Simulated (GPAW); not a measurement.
**Al3Cu2 in GPAW: the effect of strain hydrostatic**

Al3Cu2:

```xyz
5
Lattice="3.9283 0.0000 0.0000 -1.9641 3.4020 0.0000 0.0000 0.0000 4.7931" Properties=species:S:1:pos:R:3 pbc="T T T"
Cu    1.9641    1.1340    0.7692
Cu    0.0000    2.2680    4.0238
Al    1.9641    1.1340    3.1159
Al    0.0000    2.2680    1.6772
Al    0.0000    0.0000    0.0000
```

The cell comes from a database or a generator and needn't be the stable form of this composition.

Alike in all runs:

```yaml
Program: GPAW 26.7.0
Task: single point
Functional: PBEsol
Potentials_or_basis: PAW data sets generated in the run's folder for this functional
Cutoff: 600 eV
Basis: pw
k_mesh: 8 × 8 × 6
Occupations: fermi-dirac, width 0.05 eV
Spin: no spin polarisation
Maxiter: 150
```

```csv
strain hydrostatic,pressure (GPa),largest force (eV/Å)
-0.04,19.8,0.17
-0.02,9.0,0.11
-0.01,4.7,0.09
0,0.9,0.06
0.01,-2.3,0.04
0.02,-5.0,0.02
0.04,?,?
```

Task: What does the run with strain hydrostatic 0.04 give?

Result: Pressure -9.4 GPa; largest force 0.01 eV/Å.

Worked out: A parabola through the other rows of the pressure, of slope -108 GPa per unit of strain hydrostatic there, extrapolates to -8.3 GPa, against the run's -9.4. A straight line through the other rows of the largest force, of slope -2.5 eV/Å per unit of strain hydrostatic, extrapolates to -0.03 eV/Å, against the run's 0.01.

Caveats: with this Cu data set, volumes or pressures lay over 1.5 % or 2 GPa off other programs in two to four cells of ten; the density grid can change from cell to cell, which puts small steps into energies and stress.
